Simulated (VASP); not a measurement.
# ZnO (zincite) (P6_3mc) in VASP: notebook, part 3 of 3

VASP 6.6.1.

## Step 7: Optical spectrum, PBE

INCAR

```
SYSTEM = ZnO
PREC = Accurate ; ENCUT = 520
EDIFF = 1E-6 ; ISMEAR = 0
SIGMA = 0.03 ; LREAL = .False.
LASPH = .True. ; NELM = 80
ALGO = Normal ; ISIF = 2
LWAVE = .False. ; LCHARG = .False.
GGA = PE ; LOPTICS = .True.
NBANDS = 42 ; NEDOS = 2000
CSHIFT = 0.1 ; KPAR = 2
```

KPOINTS

```
Automatic mesh
0
Gamma
  9 9 5
  0 0 0
```

POSCAR

```
ZnO                                     
1.0
    3.2367608139      0.0000000000      0.0000000000
   -1.6183804069      2.8031170908      0.0000000000
    0.0000000000      0.0000000000      5.2238626343
  Zn              O             
     2     2
Direct
     0.3333333332999970    0.6666666667000030    0.4999835651137493
     0.6666666667000030    0.3333333332999970    0.9999835651137564
     0.6666666667000030    0.3333333332999970    0.3790264348862517
     0.3333333332999970    0.6666666667000030    0.8790264348862517
```

Potentials or basis: VASP PAW PBE potentials, release 64 (Zn, O).

Command:

```bash
> cat potpaw_PBE.64/Zn/POTCAR potpaw_PBE.64/O/POTCAR > POTCAR
> mpirun -np 2 vasp_std > vasp.out
```

OUTCAR:

```text
SYSTEM = ZnO
   PREC = Accurate
   ENCUT = 520
   EDIFF = 1E-6
   ISMEAR = 0
   LREAL = .False.
   LASPH = .True.
   NELM = 80
   ISIF = 2
   GGA = PE

 ion  position               nearest neighbor table
   1  0.333  0.667  0.500-   3 1.97   3 1.97   3 1.97   4 1.98
   2  0.667  0.333  1.000-   4 1.97   4 1.97   4 1.97   3 1.98
   3  0.667  0.333  0.379-   1 1.97   1 1.97   1 1.97   2 1.98
   4  0.333  0.667  0.879-   2 1.97   2 1.97   2 1.97   1 1.98

  LATTYP: Found a hexagonal cell.
 ALAT       =     3.2367608139
 C/A-ratio  =     1.6139167936

  Lattice vectors:

 A1 = (   3.2367608139,   0.0000000000,   0.0000000000)
 A2 = (  -1.6183804069,   2.8031170908,   0.0000000000)
 A3 = (   0.0000000000,   0.0000000000,   5.2238626343)

Analysis of symmetry for initial positions (statically):
=====================================================================
 Subroutine PRICEL returns:
 Original cell was already a primitive cell.

 Routine SETGRP: Setting up the symmetry group for a
 hexagonal supercell.

 Subroutine GETGRP returns: Found 12 space group operations
 (whereof  6 operations were pure point group operations)
 out of a pool of 24 trial point group operations.
[... 995 lines left out ...]
      1.61838      0.93437      5.22378        -0.000000     -0.000000      0.000415
      1.61838      0.93437      1.97998        -0.000000      0.000000     -0.000415
     -0.00000      1.86874      4.59191         0.000000     -0.000000     -0.000415
 -----------------------------------------------------------------------------------
    total drift:                                0.000000      0.000000     -0.000235

  FREE ENERGIE OF THE ION-ELECTRON SYSTEM (eV)
  ---------------------------------------------------
  free  energy   TOTEN  =       -17.8153313213 eV

  energy  without entropy=      -17.8153313213  energy(sigma->0) =      -17.81533132

 electrical conductivity sigma (Mega S m-1) (frequency dependency in vasprun.xml)
  --------------------------------------------------------------------------------------
       0.000       0.000       0.000
       0.000       0.000       0.000
       0.000       0.000       0.000

  frequency dependent IMAGINARY DIELECTRIC FUNCTION (independent particle, no local field effects) density-density
     E(ev)      X         Y         Z        XY        YZ        ZX
  --------------------------------------------------------------------------------------------------------------
     0.00000     0.00000     0.00000     0.00000     0.00000     0.00000     0.00000
     0.64478     1.79398     1.79398     0.76397     0.00000     0.00000    -0.00000
     1.28957     0.42670     0.42670     0.44778     0.00000     0.00000    -0.00000
     1.93435     0.95502     0.95502     2.25230     0.00000     0.00000    -0.00000
     2.57913     0.90089     0.90089     1.14395     0.00000     0.00000    -0.00000
     3.22392     1.73053     1.73053     1.54406     0.00000     0.00000    -0.00000
[... 92 lines left out ...]
    63.18880     0.00043     0.00043     0.00043     0.00000     0.00000    -0.00000
    63.83358     0.00041     0.00041     0.00041     0.00000     0.00000    -0.00000

  frequency dependent      REAL DIELECTRIC FUNCTION (independent particle, no local field effects) density-density
     E(ev)        X           Y           Z          XY          YZ          ZX
  --------------------------------------------------------------------------------------------------------------
     0.00000     5.89575     5.89575     5.73599     0.00000     0.00000    -0.00000
     0.64478     7.49716     7.49716     6.80488     0.00000     0.00000    -0.00000
     1.28957     4.64172     4.64172     4.56738     0.00000     0.00000    -0.00000
     1.93435     3.40814     3.40814     2.46362     0.00000     0.00000    -0.00000
     2.57913     3.10557     3.10557     3.26914     0.00000    -0.00000    -0.00000
     3.22392     4.41870     4.41870     5.09115     0.00000    -0.00000    -0.00000
[... 92 lines left out ...]
    63.18880     0.88395     0.88395     0.88363    -0.00000     0.00000     0.00000
    63.83358     0.88666     0.88666     0.88636    -0.00000     0.00000     0.00000

  frequency dependent IMAGINARY DIELECTRIC FUNCTION (independent particle, no local field effects) current-current
     E(ev)      X         Y         Z        XY        YZ        ZX
  --------------------------------------------------------------------------------------------------------------
     0.00000    30.29379    30.29379    29.32701     0.00000    -0.00000     0.00000
     0.64478     3.79808     3.79808     2.55785     0.00000    -0.00000     0.00000
     1.28957     0.98952     0.98952     0.99834     0.00000    -0.00000     0.00000
     1.93435     1.19919     1.19919     2.38706     0.00000     0.00000     0.00000
     2.57913     1.06109     1.06109     1.31542     0.00000    -0.00000     0.00000
     3.22392     1.94266     1.94266     1.79995     0.00000     0.00000     0.00000
[... 92 lines left out ...]
    63.18880     0.00006     0.00006     0.00006     0.00000    -0.00000    -0.00000
    63.83358     0.00006     0.00006     0.00006     0.00000    -0.00000    -0.00000

  frequency dependent      REAL DIELECTRIC FUNCTION (independent particle, no local field effects) current-current
     E(ev)        X           Y           Z          XY          YZ          ZX
  --------------------------------------------------------------------------------------------------------------
     0.00000     5.78793     5.78793     5.66153     0.00000     0.00000     0.00000
     0.64478     6.90841     6.90841     6.55085     0.00000     0.00000     0.00000
     1.28957     4.58593     4.58593     4.50802     0.00000     0.00000     0.00000
     1.93435     3.31950     3.31950     2.24144     0.00000     0.00000     0.00000
     2.57913     3.04189     3.04189     3.18632     0.00000     0.00000     0.00000
     3.22392     4.31200     4.31200     4.99785     0.00000     0.00000     0.00000
[... 92 lines left out ...]
    63.18880     0.88396     0.88396     0.88365    -0.00000    -0.00000    -0.00000
    63.83358     0.88667     0.88667     0.88637    -0.00000    -0.00000    -0.00000
```

OSZICAR:

```text
N       E                     dE             d eps       ncg     rms          rms(c)
DAV:   1     0.309813775679E+03    0.30981E+03   -0.15559E+04  3392   0.126E+03
DAV:   2     0.160540709241E+02   -0.29376E+03   -0.25836E+03  3048   0.313E+02
DAV:   3    -0.203296551149E+02   -0.36384E+02   -0.35525E+02  3464   0.999E+01
DAV:   4    -0.210559349632E+02   -0.72628E+00   -0.72502E+00  3338   0.146E+01
DAV:   5    -0.210580402522E+02   -0.21053E-02   -0.21052E-02  3428   0.807E-01    0.148E+01
DAV:   6    -0.177553915504E+02    0.33026E+01   -0.18138E+00  4502   0.380E+01    0.924E+00
DAV:   7    -0.178478564581E+02   -0.92465E-01   -0.17402E+00  3418   0.988E+00    0.524E+00
DAV:   8    -0.178255319145E+02    0.22325E-01   -0.17442E-01  3288   0.245E+00    0.126E+00
DAV:   9    -0.178147627722E+02    0.10769E-01   -0.80811E-03  3696   0.113E+00    0.210E-01
DAV:  10    -0.178150564352E+02   -0.29366E-03   -0.51663E-03  3318   0.354E-01    0.660E-02
DAV:  11    -0.178153348458E+02   -0.27841E-03   -0.20693E-04  3232   0.764E-02    0.176E-02
DAV:  12    -0.178153311613E+02    0.36845E-05   -0.17521E-05  3384   0.371E-02    0.125E-02
DAV:  13    -0.178153313213E+02   -0.15996E-06   -0.39596E-06  3286   0.125E-02
   1 F= -.17815331E+02 E0= -.17815331E+02  d E =-.740937E-13
 imaginary and real dielectric function
```

It took 24 s on 2 MPI ranks of Intel Xeon Platinum 8375C at 2.90GHz (Ice Lake), shared host; peak memory 0.25 GiB.

Results:

```yaml
Free_energy: -17.8153 eV
Pressure: 6.6 GPa
Band_gap_on_the_k_mesh: 0.79 eV, direct
```

Dielectric function (mean over the directions given):
| energy (eV) | real part | imaginary part |
| --- | --- | --- |
| 0.29 | 6.03 | 0.15 |
| 1.26 | 4.49 | 0.44 |
| 2.32 | 4.63 | 2.36 |
| 3.39 | 3.54 | 2.27 |
| 4.35 | 4.73 | 0.87 |
| 5.42 | 3.75 | 0.78 |
| 6.48 | 3.54 | 2.51 |
| 7.45 | 3.67 | 2.51 |
| 8.51 | 3.52 | 2.80 |
| 9.57 | 3.47 | 3.66 |
| 10.54 | 2.34 | 4.06 |
| 11.61 | 1.63 | 3.40 |
| 12.67 | 0.25 | 3.91 |
| 13.64 | -0.34 | 3.58 |
| 14.70 | -1.16 | 2.06 |
| 15.77 | -0.57 | 1.24 |
| 16.73 | -0.40 | 1.07 |
| 17.80 | -0.16 | 0.91 |
| 18.86 | -0.25 | 0.72 |
| 19.92 | 0.17 | 0.51 |

Caveat: spectra need much finer meshes, so this one isn't converged; independent-particle spectra lack excitons.

## Step 8: The runs side by side

| task | level | potentials or basis | k mesh | monkhorst-Pack mesh | gap on the mesh (eV) | pressure (GPa) |
| --- | --- | --- | --- | --- | --- | --- |
| band structure | PBE | VASP PAW PBE potentials, release 64 (Zn, O) | 9 × 9 × 5 | - | 0.79 | 6.7 |
| band structure | LDA | VASP PAW LDA potentials, release 64 (Zn, O) | 9 × 9 × 5 | - | 0.74 | -5.5 |
| band structure | r2SCAN | VASP PAW PBE potentials, release 64 (Zn, O) | 9 × 9 × 5 | - | 1.23 | 0.4 |
| band structure | TB-mBJ | VASP PAW PBE potentials, release 64 (Zn, O) | 9 × 9 × 5 | - | 2.57 | - |
| dielectric tensor | PBE | VASP PAW PBE potentials, release 64 (Zn, O) | 15 × 15 × 9 | no | 0.79 | - |
| optical spectrum | PBE | VASP PAW PBE potentials, release 64 (Zn, O) | 9 × 9 × 5 | - | 0.79 | 6.6 |

Alike in all rows: no spin polarisation; cell as given; cutoff (eV) 520; smearing gaussian 0.03 eV.

Caveats: the PAW data sets were made with another functional, which shifts forces and pressure a little (some runs); an odd mesh through Γ misses points on the zone boundary, where band edges often lie (some runs); spectra need much finer meshes, so this one isn't converged (some runs); independent-particle spectra lack excitons (some runs).

Total energies depend on the potentials used, so only differences within one code and one set of settings carry meaning.

## Step 9: Comparison with measurements

Step 2. Against the measured gap of ZnO, 3.37 eV (quoted in “Electronic structure of alkaline earth and post-transition metal oxides”, 2009, arxiv:0908.1581), the calculated 0.79 eV is off by -2.58 eV. So large a miss can be the level of theory's own, or it may mean another phase, state or a wrong row. The value is that of PBE, without temperature or zero-point motion. Semilocal functionals fall short of measured gaps as a rule.

Step 3. Against the measured gap of ZnO, 3.37 eV (quoted in “Electronic structure of alkaline earth and post-transition metal oxides”, 2009, arxiv:0908.1581), the calculated 0.74 eV is off by -2.63 eV. So large a miss can be the level of theory's own, or it may mean another phase, state or a wrong row. The value is that of LDA, without temperature or zero-point motion. Semilocal functionals fall short of measured gaps as a rule.

Step 4. Measured gap of ZnO: 3.37 eV (quoted in “Electronic structure of alkaline earth and post-transition metal oxides”, 2009, arxiv:0908.1581). This calculation gives 1.23 eV (-2.14 eV). So large a miss can be the level of theory's own, or it may mean another phase, state or a wrong row. The value is that of r2SCAN, without temperature or zero-point motion.

Step 5. Against the measured gap of ZnO, 3.37 eV (quoted in “Electronic structure of alkaline earth and post-transition metal oxides”, 2009, arxiv:0908.1581), the calculated 2.57 eV is off by -0.80 eV. The value is that of TB-mBJ, without temperature or zero-point motion.

Step 6. The gap isn't set beside the measured one, since this odd mesh misses points on the zone boundary.

Step 7. Against the measured gap of ZnO, 3.37 eV (quoted in “Electronic structure of alkaline earth and post-transition metal oxides”, 2009, arxiv:0908.1581), the calculated 0.79 eV is off by -2.58 eV. So large a miss can be the level of theory's own, or it may mean another phase, state or a wrong row. The value is that of PBE, without temperature or zero-point motion. Semilocal functionals fall short of measured gaps as a rule.
